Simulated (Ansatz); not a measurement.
# Tantalum, diamond under BLYP: ground state and equation of state, part 2 of 2

The plan for tantalum in the diamond structure: relax it, solve it on a dense k-mesh, then scale the cell to 7 volumes from 88 to 112 % of the relaxed one and try a fit of the equation of state. Spin polarisation is left out. The k-meshes are 9×9×9 for the relaxation; 14×14×14 for the dense run; 10×10×10 for the volumes.

Ansatz 0.2.0; DFT, BLYP, plane waves (420 eV) with PAW, scalar-relativistic. The steps go on from the part before.

**4. The cell scaled to 88 % of its volume**

This is Ta in the diamond structure; at room conditions it is bcc.

Input file input.yaml:

```yaml
crystal:
  lattice:
    - [0.0, 2.9732636391, 2.9732636391]
    - [2.9732636391, 0.0, 2.9732636391]
    - [2.9732636391, 2.9732636391, 0.0]
  atoms:
    - { symbol: Ta, position: [0.125, 0.125, 0.125] }
    - { symbol: Ta, position: [0.875, 0.875, 0.875] }
hamiltonian:
  xc: blyp
  pseudopotentials:
    kind: paw
    azcp:
      Ta: "pseudopotentials/Ta.paw.azcp"
basis:
  ecutwfc: 420
  fft_grid_basis: typed
kpoints:
  mp_grid: { grid: [10, 10, 10], shift: [0, 0, 0] }
magnetization:
  spin_polarized: false
scf:
  occupations: { method: fermi_dirac, width: 0.1 }
  lower_state_search: "off"
output:
  stress: true
  write_density: true
  write_potential: true
  elf: true
  volumetric_format: npy
```

Output, cut to the lines that bear on the results:

```text
Warning: RAYON_NUM_THREADS=2 ignored (pool sized by the plan → 2); use --threads N
[...]
Pseudopotentials: kind: paw
Pseudopotential: Ta, paw, valence charge 13, recommended cutoff 420 eV (normal), <dir>
Functional definition: BLYP
[...]
Crystal: 2 atoms, lattice volume = 52.569 Å³
Basis set: ecut = 420 eV, 965 PW (Γ), exchange–correlation on 60×60×60 points (8 copies of the dense FFT grid, shifted against one another)
Bands: 17, of which v1, the nominal top of the filled ones, is band 13 counted from 1 (12 counted from 0)
Symmetry: 48 space group operations
Space group: Fd-3m (ITA 227), of the structure as read, at distance tolerance 3.7e-5 Å
k-points: 47 of 1000
[...]
SCF iter   1: F=—  HF=-19907.452619 eV  |F-HF|=—  |Δ(HF+E_count)|=         —  Δρ=6.87e-3  dr2=1.61e-2  ethr=1.77e-3  ⟨swp⟩=5.1  Hψ=3999  notcnv=0
[...]
SCF iter   6: F=-19907.456082 eV  HF=-19907.456082 eV  |F-HF|=5.16e-8  |Δ(HF+E_count)|=   9.42e-7  Δρ=6.93e-6  dr2=2.89e-8  ethr=3.85e-10  ⟨swp⟩=10.0  Hψ=5553  notcnv=0
[...]
SCF converged after 6 iterations
Free energy (F): -19907.456082 eV
[...]
E sigma→0 (E₀):  -19907.395226 eV
Entropy (-TS):   -0.121712 eV (-60.856 meV/atom)
Fermi energy:    12.006625 eV
[...]
--- Stress (GPa, compression-positive) ---
       10.066424      -0.000000       0.000000
       -0.000000      10.066424      -0.000000
       -0.000000       0.000000      10.066424
  P = ⅓ Tr σ = 10.0664 GPa (100.664 kbar)
--- Band table (eV; the first three rows and the last of 47) ---
  k-point 0: bands = ["-55.1355", "-54.7838", "-22.0933", "-22.0933", "-22.0933", "-21.1102", "-21.1102", "-21.1102", "6.3107", "10.8106", "10.8106", "11.7015", "11.7015", "11.7015", "14.1192", "14.1192", "14.1192"]
[...]
```

Wall time 1.4 s (2 threads of Intel Xeon Platinum 8375C at 2.90GHz (Ice Lake), shared host); peak memory 0.4 GiB.

**5. The cell scaled to 92 % of its volume**

Changes to input.yaml since step 4:

```diff
@@ -2,5 +2,5 @@
   lattice:
-    - [0.0, 2.9732636391, 2.9732636391]
-    - [2.9732636391, 0.0, 2.9732636391]
-    - [2.9732636391, 2.9732636391, 0.0]
+    - [0.0, 3.0176472519, 3.0176472519]
+    - [3.0176472519, 0.0, 3.0176472519]
+    - [3.0176472519, 3.0176472519, 0.0]
   atoms:
@@ -26,5 +26 @@
   stress: true
-  write_density: true
-  write_potential: true
-  elf: true
-  volumetric_format: npy
```

Output, cut to the lines that bear on the results:

```text
Warning: RAYON_NUM_THREADS=2 ignored (pool sized by the plan → 2); use --threads N
[...]
Pseudopotentials: kind: paw
Pseudopotential: Ta, paw, valence charge 13, recommended cutoff 420 eV (normal), <dir>
Functional definition: BLYP
[...]
Crystal: 2 atoms, lattice volume = 54.959 Å³
Basis set: ecut = 420 eV, 1067 PW (Γ), exchange–correlation on 60×60×60 points (8 copies of the dense FFT grid, shifted against one another)
Bands: 17, of which v1, the nominal top of the filled ones, is band 13 counted from 1 (12 counted from 0)
Symmetry: 48 space group operations
Space group: Fd-3m (ITA 227), of the structure as read, at distance tolerance 3.8e-5 Å
k-points: 47 of 1000
[...]
SCF iter   1: F=—  HF=-19907.572842 eV  |F-HF|=—  |Δ(HF+E_count)|=         —  Δρ=6.78e-3  dr2=1.92e-2  ethr=1.77e-3  ⟨swp⟩=5.0  Hψ=3943  notcnv=0
[...]
SCF iter   6: F=-19907.575669 eV  HF=-19907.575669 eV  |F-HF|=6.30e-8  |Δ(HF+E_count)|=   1.02e-6  Δρ=6.94e-6  dr2=3.22e-8  ethr=3.85e-10  ⟨swp⟩=5.0  Hψ=2721  notcnv=0
[...]
SCF converged after 6 iterations
Free energy (F): -19907.575669 eV
[...]
E sigma→0 (E₀):  -19907.513285 eV
Entropy (-TS):   -0.124768 eV (-62.384 meV/atom)
Fermi energy:    11.342016 eV
[...]
--- Stress (GPa, compression-positive) ---
        6.092007       0.000000       0.000000
        0.000000       6.092007      -0.000000
       -0.000000       0.000000       6.092007
  P = ⅓ Tr σ = 6.0920 GPa (60.920 kbar)
```

Wall time 0.94 s (2 threads of Intel Xeon Platinum 8375C at 2.90GHz (Ice Lake), shared host); peak memory 0.39 GiB.

**6. The cell scaled to 96 % of its volume**

Changes to input.yaml since step 5:

```diff
@@ -2,5 +2,5 @@
   lattice:
-    - [0.0, 3.0176472519, 3.0176472519]
-    - [3.0176472519, 0.0, 3.0176472519]
-    - [3.0176472519, 3.0176472519, 0.0]
+    - [0.0, 3.0607623234, 3.0607623234]
+    - [3.0607623234, 0.0, 3.0607623234]
+    - [3.0607623234, 3.0607623234, 0.0]
   atoms:
```

Output, cut to the lines that bear on the results:

```text
Warning: RAYON_NUM_THREADS=2 ignored (pool sized by the plan → 2); use --threads N
[...]
Pseudopotentials: kind: paw
Pseudopotential: Ta, paw, valence charge 13, recommended cutoff 420 eV (normal), <dir>
Functional definition: BLYP
[...]
Crystal: 2 atoms, lattice volume = 57.348 Å³
Basis set: ecut = 420 eV, 1139 PW (Γ), exchange–correlation on 60×60×60 points (8 copies of the dense FFT grid, shifted against one another)
Bands: 17, of which v1, the nominal top of the filled ones, is band 13 counted from 1 (12 counted from 0)
Symmetry: 48 space group operations
Space group: Fd-3m (ITA 227), of the structure as read, at distance tolerance 3.9e-5 Å
k-points: 47 of 1000
[...]
SCF iter   1: F=—  HF=-19907.639249 eV  |F-HF|=—  |Δ(HF+E_count)|=         —  Δρ=6.74e-3  dr2=2.29e-2  ethr=1.77e-3  ⟨swp⟩=5.0  Hψ=3915  notcnv=0
[...]
SCF iter   6: F=-19907.641142 eV  HF=-19907.641141 eV  |F-HF|=7.54e-8  |Δ(HF+E_count)|=   1.13e-6  Δρ=7.44e-6  dr2=4.24e-8  ethr=3.85e-10  ⟨swp⟩=3.3  Hψ=3017  notcnv=0
[...]
SCF converged after 6 iterations
Free energy (F): -19907.641142 eV
[...]
E sigma→0 (E₀):  -19907.577027 eV
Entropy (-TS):   -0.128230 eV (-64.115 meV/atom)
Fermi energy:    10.736036 eV
[...]
--- Stress (GPa, compression-positive) ---
        2.788360      -0.000000      -0.000000
       -0.000000       2.788360       0.000000
        0.000000       0.000000       2.788360
  P = ⅓ Tr σ = 2.7884 GPa (27.884 kbar)
```

Wall time 0.99 s (2 threads of Intel Xeon Platinum 8375C at 2.90GHz (Ice Lake), shared host); peak memory 0.39 GiB.

**7. The cell scaled to 100 % of its volume**

Changes to input.yaml since step 6:

```diff
@@ -2,5 +2,5 @@
   lattice:
-    - [0.0, 3.0607623234, 3.0607623234]
-    - [3.0607623234, 0.0, 3.0607623234]
-    - [3.0607623234, 3.0607623234, 0.0]
+    - [0.0, 3.1026957852, 3.1026957852]
+    - [3.1026957852, 0.0, 3.1026957852]
+    - [3.1026957852, 3.1026957852, 0.0]
   atoms:
@@ -26 +26,5 @@
   stress: true
+  write_density: true
+  write_potential: true
+  elf: true
+  volumetric_format: npy
```

Output, cut to the lines that bear on the results:

```text
Warning: RAYON_NUM_THREADS=2 ignored (pool sized by the plan → 2); use --threads N
[...]
Pseudopotentials: kind: paw
Pseudopotential: Ta, paw, valence charge 13, recommended cutoff 420 eV (normal), <dir>
Functional definition: BLYP
[...]
Crystal: 2 atoms, lattice volume = 59.738 Å³
Basis set: ecut = 420 eV, 1211 PW (Γ), exchange–correlation on 60×60×60 points (8 copies of the dense FFT grid, shifted against one another)
Bands: 17, of which v1, the nominal top of the filled ones, is band 13 counted from 1 (12 counted from 0)
Symmetry: 48 space group operations
Space group: Fd-3m (ITA 227), of the structure as read, at distance tolerance 3.9e-5 Å
k-points: 47 of 1000
[...]
SCF iter   1: F=—  HF=-19907.660875 eV  |F-HF|=—  |Δ(HF+E_count)|=         —  Δρ=6.75e-3  dr2=2.72e-2  ethr=1.77e-3  ⟨swp⟩=5.0  Hψ=3882  notcnv=0
[...]
SCF iter   6: F=-19907.661554 eV  HF=-19907.661554 eV  |F-HF|=9.39e-8  |Δ(HF+E_count)|=   1.39e-6  Δρ=7.71e-6  dr2=4.74e-8  ethr=3.85e-10  ⟨swp⟩=6.7  Hψ=5160  notcnv=0
[...]
SCF converged after 6 iterations
Free energy (F): -19907.661554 eV
[...]
E sigma→0 (E₀):  -19907.595488 eV
Entropy (-TS):   -0.132133 eV (-66.067 meV/atom)
Fermi energy:    10.181369 eV
[...]
--- Stress (GPa, compression-positive) ---
        0.031115       0.000000       0.000000
        0.000000       0.031115       0.000000
        0.000000       0.000000       0.031115
  P = ⅓ Tr σ = 0.0311 GPa (0.311 kbar)
--- Band table (eV; the first three rows and the last of 47) ---
  k-point 0: bands = ["-57.1161", "-56.9019", "-23.9267", "-23.9267", "-23.9267", "-23.2302", "-23.2302", "-23.2302", "4.8225", "9.2998", "9.2998", "9.8895", "9.8895", "9.8895", "12.0627", "12.0627", "12.0627"]
[...]
```

Run time: 1.4 s. Hardware: 2 threads of Intel Xeon Platinum 8375C at 2.90GHz (Ice Lake), shared host; peak memory 0.38 GiB.

**8. The cell scaled to 104 % of its volume**

Changes to input.yaml since step 7:

```diff
@@ -2,5 +2,5 @@
   lattice:
-    - [0.0, 3.1026957852, 3.1026957852]
-    - [3.1026957852, 0.0, 3.1026957852]
-    - [3.1026957852, 3.1026957852, 0.0]
+    - [0.0, 3.143525412, 3.143525412]
+    - [3.143525412, 0.0, 3.143525412]
+    - [3.143525412, 3.143525412, 0.0]
   atoms:
```

Output, cut to the lines that bear on the results:

```text
Warning: RAYON_NUM_THREADS=2 ignored (pool sized by the plan → 2); use --threads N
[...]
Pseudopotentials: kind: paw
Pseudopotential: Ta, paw, valence charge 13, recommended cutoff 420 eV (normal), <dir>
Functional definition: BLYP
[...]
Crystal: 2 atoms, lattice volume = 62.127 Å³
Basis set: ecut = 420 eV, 1243 PW (Γ), exchange–correlation on 60×60×60 points (8 copies of the dense FFT grid, shifted against one another)
Bands: 17, of which v1, the nominal top of the filled ones, is band 13 counted from 1 (12 counted from 0)
Symmetry: 48 space group operations
Space group: Fd-3m (ITA 227), of the structure as read, at distance tolerance 4.0e-5 Å
k-points: 47 of 1000
[...]
SCF iter   1: F=—  HF=-19907.645213 eV  |F-HF|=—  |Δ(HF+E_count)|=         —  Δρ=6.78e-3  dr2=3.23e-2  ethr=1.77e-3  ⟨swp⟩=5.0  Hψ=3887  notcnv=0
[...]
SCF iter   6: F=-19907.644314 eV  HF=-19907.644313 eV  |F-HF|=1.20e-7  |Δ(HF+E_count)|=   1.73e-6  Δρ=8.05e-6  dr2=5.14e-8  ethr=3.85e-10  ⟨swp⟩=6.7  Hψ=5168  notcnv=0
[...]
SCF converged after 6 iterations
Free energy (F): -19907.644314 eV
[...]
E sigma→0 (E₀):  -19907.575974 eV
Entropy (-TS):   -0.136679 eV (-68.339 meV/atom)
Fermi energy:    9.671784 eV
[...]
--- Stress (GPa, compression-positive) ---
       -2.276328       0.000000       0.000000
        0.000000      -2.276328       0.000000
        0.000000       0.000000      -2.276328
  P = ⅓ Tr σ = -2.2763 GPa (-22.763 kbar)
--- Band table (eV; the first three rows and the last of 47) ---
  k-point 0: bands = ["-57.6895", "-57.5064", "-24.4600", "-24.4600", "-24.4600", "-23.8361", "-23.8361", "-23.8361", "4.4077", "8.8675", "8.8675", "9.3789", "9.3789", "9.3789", "11.4833", "11.4833", "11.4833"]
[...]
```

It took 1.6 s on 2 threads of Intel Xeon Platinum 8375C at 2.90GHz (Ice Lake), shared host; peak memory 0.4 GiB.

**9. The cell scaled to 108 % of its volume**

Changes to input.yaml since step 8:

```diff
@@ -2,5 +2,5 @@
   lattice:
-    - [0.0, 3.143525412, 3.143525412]
-    - [3.143525412, 0.0, 3.143525412]
-    - [3.143525412, 3.143525412, 0.0]
+    - [0.0, 3.1833210975, 3.1833210975]
+    - [3.1833210975, 0.0, 3.1833210975]
+    - [3.1833210975, 3.1833210975, 0.0]
   atoms:
@@ -26,5 +26 @@
   stress: true
-  write_density: true
-  write_potential: true
-  elf: true
-  volumetric_format: npy
```

Output, cut to the lines that bear on the results:

```text
Warning: RAYON_NUM_THREADS=2 ignored (pool sized by the plan → 2); use --threads N
[...]
Pseudopotentials: kind: paw
Pseudopotential: Ta, paw, valence charge 13, recommended cutoff 420 eV (normal), <dir>
Functional definition: BLYP
[...]
Crystal: 2 atoms, lattice volume = 64.517 Å³
Basis set: ecut = 420 eV, 1243 PW (Γ), exchange–correlation on 64×64×64 points (8 copies of the dense FFT grid, shifted against one another)
Bands: 17, of which v1, the nominal top of the filled ones, is band 13 counted from 1 (12 counted from 0)
Symmetry: 48 space group operations
Space group: Fd-3m (ITA 227), of the structure as read, at distance tolerance 4.0e-5 Å
k-points: 47 of 1000
[...]
SCF iter   1: F=—  HF=-19907.598465 eV  |F-HF|=—  |Δ(HF+E_count)|=         —  Δρ=6.84e-3  dr2=3.85e-2  ethr=1.77e-3  ⟨swp⟩=5.0  Hψ=3894  notcnv=0
[...]
SCF iter   6: F=-19907.595557 eV  HF=-19907.595557 eV  |F-HF|=1.85e-7  |Δ(HF+E_count)|=   2.43e-6  Δρ=9.66e-6  dr2=7.75e-8  ethr=3.85e-10  ⟨swp⟩=3.2  Hψ=3262  notcnv=0
[...]
SCF converged after 6 iterations
Free energy (F): -19907.595557 eV
[...]
E sigma→0 (E₀):  -19907.524532 eV
Entropy (-TS):   -0.142051 eV (-71.026 meV/atom)
Fermi energy:    9.201697 eV
[...]
--- Stress (GPa, compression-positive) ---
       -4.204225      -0.000000       0.000000
       -0.000000      -4.204225      -0.000000
        0.000000       0.000000      -4.204225
  P = ⅓ Tr σ = -4.2042 GPa (-42.042 kbar)
```

It took 1.1 s on 2 threads of Intel Xeon Platinum 8375C at 2.90GHz (Ice Lake), shared host; peak memory 0.4 GiB.

**10. The cell scaled to 112 % of its volume**

Changes to input.yaml since step 9:

```diff
@@ -2,5 +2,5 @@
   lattice:
-    - [0.0, 3.1833210975, 3.1833210975]
-    - [3.1833210975, 0.0, 3.1833210975]
-    - [3.1833210975, 3.1833210975, 0.0]
+    - [0.0, 3.2221459129, 3.2221459129]
+    - [3.2221459129, 0.0, 3.2221459129]
+    - [3.2221459129, 3.2221459129, 0.0]
   atoms:
```

Output, cut to the lines that bear on the results:

```text
Warning: RAYON_NUM_THREADS=2 ignored (pool sized by the plan → 2); use --threads N
[...]
Pseudopotentials: kind: paw
Pseudopotential: Ta, paw, valence charge 13, recommended cutoff 420 eV (normal), <dir>
Functional definition: BLYP
[...]
Crystal: 2 atoms, lattice volume = 66.906 Å³
Basis set: ecut = 420 eV, 1291 PW (Γ), exchange–correlation on 64×64×64 points (8 copies of the dense FFT grid, shifted against one another)
Bands: 17, of which v1, the nominal top of the filled ones, is band 13 counted from 1 (12 counted from 0)
Symmetry: 48 space group operations
Space group: Fd-3m (ITA 227), of the structure as read, at distance tolerance 4.1e-5 Å
k-points: 47 of 1000
[...]
SCF iter   1: F=—  HF=-19907.525963 eV  |F-HF|=—  |Δ(HF+E_count)|=         —  Δρ=6.95e-3  dr2=4.60e-2  ethr=1.77e-3  ⟨swp⟩=4.9  Hψ=3859  notcnv=0
[...]
SCF iter   6: F=-19907.520527 eV  HF=-19907.520527 eV  |F-HF|=2.37e-7  |Δ(HF+E_count)|=   3.24e-6  Δρ=1.03e-5  dr2=9.03e-8  ethr=3.85e-10  ⟨swp⟩=3.3  Hψ=3273  notcnv=0
[...]
SCF converged after 6 iterations
Free energy (F): -19907.520527 eV
[...]
E sigma→0 (E₀):  -19907.446413 eV
Entropy (-TS):   -0.148227 eV (-74.113 meV/atom)
Fermi energy:    8.766421 eV
[...]
--- Stress (GPa, compression-positive) ---
       -5.808016       0.000000       0.000000
        0.000000      -5.808016       0.000000
       -0.000000      -0.000000      -5.808016
  P = ⅓ Tr σ = -5.8080 GPa (-58.080 kbar)
```

Run time: 1.2 s. Hardware: 2 threads of Intel Xeon Platinum 8375C at 2.90GHz (Ice Lake), shared host; peak memory 0.41 GiB.

**11. Fitting the volumes**

The cell was scaled evenly, with its shape and the fractional positions fixed.

| V (Å³/atom) | E − E₀ (meV/atom) | P from the stress (GPa) | P from the fit (GPa) |
| --- | --- | --- | --- |
| 26.285 | 100.2 | 10.07 | 9.96 |
| 27.479 | 41.1 | 6.09 | 5.99 |
| 28.674 | 9.3 | 2.79 | 2.67 |
| 29.869 | 0.0 | 0.03 | -0.11 |
| 31.064 | 9.8 | -2.28 | -2.44 |
| 32.258 | 35.5 | -4.20 | -4.40 |
| 33.453 | 74.6 | -5.81 | -6.03 |

Fit (Birch-Murnaghan, third order): V₀ = 29.816 Å³/atom, B₀ = 64 GPa, B₀′ = 3.4, largest residual 0.01 meV/atom.

Fit and stress differ a little: one follows E(σ → 0), the other the smeared free energy.

**12. What came out**

What follows sums up all 2 parts.

| quantity | value |
| --- | --- |
| space group (spins left aside) | Fd-3m (No. 227) |
| conventional cell | a = 6.205 Å |
| volume | 29.869 Å³/atom |
| shortest distance | 2.687 Å |
| gap on the mesh | none (levels filled in part) |
| relative to bcc | +2307 meV/atom |
| highest ELF outside the cores | 0.47, 1.43 Å from the nearest atom |
| V₀, B₀, B₀′ | 29.816 Å³/atom, 64 GPa, 3.4 |

In words: The relaxation enlarged the cell by 22.5 % in volume. Against the reference form of tantalum (bcc, computed apart with the same settings) it stands 2307 meV/atom higher. No gap shows: it is a metal or semimetal at this level. B₀ comes out at 64 GPa. The symmetry was held, so the structure may be unstable against distortions that break it.
